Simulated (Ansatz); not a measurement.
Input file of a DFT run on Lu with Ansatz:

```yaml
crystal:
  lattice:
    - [-1.9504305427, 1.9504305427, 1.9504305427]
    - [1.9504305427, -1.9504305427, 1.9504305427]
    - [1.9504305427, 1.9504305427, -1.9504305427]
  atoms:
    - { symbol: Lu, position: [0.0, 0.0, 0.0] }
basis:
  ecutwfc: 420
  ecutrho_ratio: 4
kpoints:
  mp_grid: { grid: [8, 8, 8] }
hamiltonian:
  xc: pbe
scf:
  occupations: { method: gaussian, width: 0.05 }
output:
  forces: true
  stress: true
  eigenvalues: true
```

At room temperature and ambient pressure Lu is hcp.

Task: Before reading the output: what should come out?

Result: Pressure -0.3 GPa, gap on the mesh zero (metallic) (PBE, scalar-relativistic).

The output:

```
Pseudopotentials: kind: paw
Pseudopotential: Lu, paw, valence charge 25, recommended cutoff 420 eV (normal), Lu.paw.azcp
Crystal: 1 atoms, lattice volume = 29.679 Å³
Basis set: ecut = 420 eV, 603 PW (Γ), exchange–correlation on 48×48×48 points (8 copies of the dense FFT grid, shifted against one another)
Bands: 17, of which v1, the nominal top of the filled ones, is band 13 counted from 1 (12 counted from 0)
Symmetry: 48 space group operations
Space group: Im-3m (ITA 229), of the structure as read, at distance tolerance 3.1e-5 Å
k-points: 29 of 512
Initial density: superposition of atomic densities (neutral atoms: chi_scale 0, normalization atom), corrected by the library's trained network
Initial wavefunctions: pseudopotential atomic-orbital guess
Functional: x = pbe(κ = 0.804, μ = 0.21951), c = pbe(β = 0.06672)
```

SCF trace (energy estimate counted from the last row):
```
iteration   ΔE (eV)  density residual (eV)
        1  -3.3e-03                2.26e-4
        2  -9.8e-04                3.57e-4
        3  -8.2e-05                2.23e-5
        4  -1.2e-05                5.40e-6
        5  -1.0e-06                6.91e-8
        6     0.000                3.63e-9
        7     0.000               5.75e-10
```

```
SCF 1 converged in 7 iterations: F = -14732.286116 eV  dr2 = 5.75e-10
SCF converged after 7 iterations
Free energy (F): -14732.286116 eV
E sigma→0 (E₀):  -14732.284839 eV
Entropy (-TS):   -0.002555 eV (-2.555 meV/atom)
Fermi energy:    13.577711 eV
--- Forces (eV/Å), atoms counted from 1 ---
  atom   1  Lu     0.00000000     0.00000000     0.00000000
--- Stress (GPa, compression-positive) ---
       -0.310636       0.000000       0.000000
        0.000000      -0.310636       0.000000
        0.000000       0.000000      -0.310636
  P = ⅓ Tr σ = -0.3106 GPa (-3.106 kbar)
```

It took roughly 1 core-seconds on a shared host.

Scalar-relativistic only: spin–orbit splittings of the heavy atoms' levels are missing. The k-mesh is coarse, so small energy differences aren't converged.
